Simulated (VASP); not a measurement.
Wanted: the native input for a VASP 6.6.1 run.

```yaml
Task: relaxation of cell and atoms
Functional: LDA
Potentials_or_basis: VASP PAW LDA potentials, release 64 (Cd, F)
Cutoff: 600 eV
k_mesh: 10 × 10 × 10
Occupations: gaussian, width 0.03 eV
Spin: no spin polarisation
Further_INCAR_settings: ALGO = Normal; EDIFF = 1e-06; IBRION = 2; EDIFFG = -0.01; NSW = 90; ISIF = 3
```

The structure of CdF2 lies in POSCAR:

```
CdF2
1.0
    0.0000000000      2.6940000000      2.6940000000
    2.6940000000      0.0000000000      2.6940000000
    2.6940000000      2.6940000000      0.0000000000
Cd F
1 2
Direct
    0.0000000000      0.0000000000      0.0000000000
    0.2500000000      0.2500000000      0.2500000000
    0.7500000000      0.7500000000      0.7500000000
```

One way to write it, as run:

INCAR

```
SYSTEM = CdF2
  PREC = Accurate
  ENCUT = 600
  EDIFF = 1E-6
  ISMEAR = 0
  SIGMA = 0.03
  LREAL = .FALSE.
  LASPH = .TRUE.
  NELM = 80
  ALGO = Normal
  ISIF = 3
  LWAVE = .FALSE.
  LCHARG = .FALSE.
  IBRION = 2
  NSW = 90
  EDIFFG = -0.01
  KPAR = 2
```

KPOINTS

```
Automatic mesh
0
G
  10 10 10
  0 0 0
```

Potentials or basis: VASP PAW LDA potentials, release 64 (Cd, F).

Run with:

```console
$ cat potpaw_LDA.64/Cd/POTCAR potpaw_LDA.64/F/POTCAR > POTCAR
$ mpirun -np 2 vasp_std > vasp.out
```

Results of the run:

| Quantity | Value |
| --- | --- |
| Relaxed volume | 12.48 Å³/atom |
| Relaxed cell | a = 3.756 Å, b = 3.756 Å, c = 3.756 Å, α = 60.00°, β = 60.00°, γ = 60.00° |
| Space group after relaxing (to 0.05 Å) | Fm-3m (No. 225) |
| Energy gained by relaxing | 8.8 meV/atom |
| Ionic steps | 3 |
| Pressure after relaxing | 0.0 GPa |
| Band gap on the k mesh | 2.96 eV, indirect (least direct gap 3.37 eV) |

Wall time 24 s on 2 MPI ranks on Intel(R) Xeon(R) Platinum 8559C (Emerald Rapids) (shared host), peak memory 0.17 GiB a rank.
